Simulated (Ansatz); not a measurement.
# SrO: the cost of one run

Method: DFT PBE, scalar-relativistic, plane waves, PAW, in Ansatz 0.2.0.

## Step 1: Starting point

Symmetry: Pmn2_1, No. 31, orthorhombic system. Conventional cell: a = 4.115 Å, b = 6.330 Å, c = 6.330 Å, α = 90.00°, β = 90.00°, γ = 90.00°. Around Sr (site symmetry m) lie 3 O at 2.70 to 2.73 Å. O (site symmetry m) is surrounded by 3 Sr at 2.70 to 2.73 Å.

Coordinates:

```cif
data_structure
_symmetry_space_group_name_H-M 'Pmn2_1'
_symmetry_Int_Tables_number 31
_cell_length_a 4.1146
_cell_length_b 6.3302
_cell_length_c 6.3302
_cell_angle_alpha 90.000
_cell_angle_beta 90.000
_cell_angle_gamma 90.000
_cell_volume 164.88
loop_
_atom_site_label
_atom_site_type_symbol
_atom_site_symmetry_multiplicity
_atom_site_Wyckoff_symbol
_atom_site_fract_x
_atom_site_fract_y
_atom_site_fract_z
_atom_site_occupancy
Sr1 Sr 2 a 0.00000 0.75000 0.00000 1
O1 O 2 a 0.00000 0.44500 0.30500 1
```

Recipe of the guess: ordered vacancies on the anion sites of rutile (Pmn2_1, No. 31). Lengths come from tabulated atomic sizes and are only a guess.

## Step 2: The guess as it stands, on a coarse mesh

File input.yaml:

```yaml
crystal:
  lattice:
    - [4.114637, 0.0, 0.0]
    - [0.0, 6.33021077, 0.0]
    - [0.0, 0.0, 6.33021077]
  atoms:
    - { symbol: Sr, position: [0.0, 0.75, 0.0] }
    - { symbol: Sr, position: [0.5, 0.25, 0.5] }
    - { symbol: O, position: [0.0, 0.445, 0.305] }
    - { symbol: O, position: [0.5, 0.555, 0.805] }
basis:
  ecutwfc: 420
kpoints:
  mp_grid: { grid: [4, 4, 4] }
hamiltonian:
  xc: pbe
scf:
  occupations: { method: gaussian, width: 0.1 }
  lower_state_search: "off"
output:
  forces: true
  stress: true
  eigenvalues: true
```

The run is started by

```console
$ ansatz run input.yaml --threads 1 --pin off --max-ram 2560MiB --backend cpu --events-out ev --progress --plain --runs-dir out
```

**Question.** How long does this run take on 1 thread of Arm Neoverse V2, shared host, and how much memory does it need?

About 7.6 s, with a peak of 0.35 GiB.
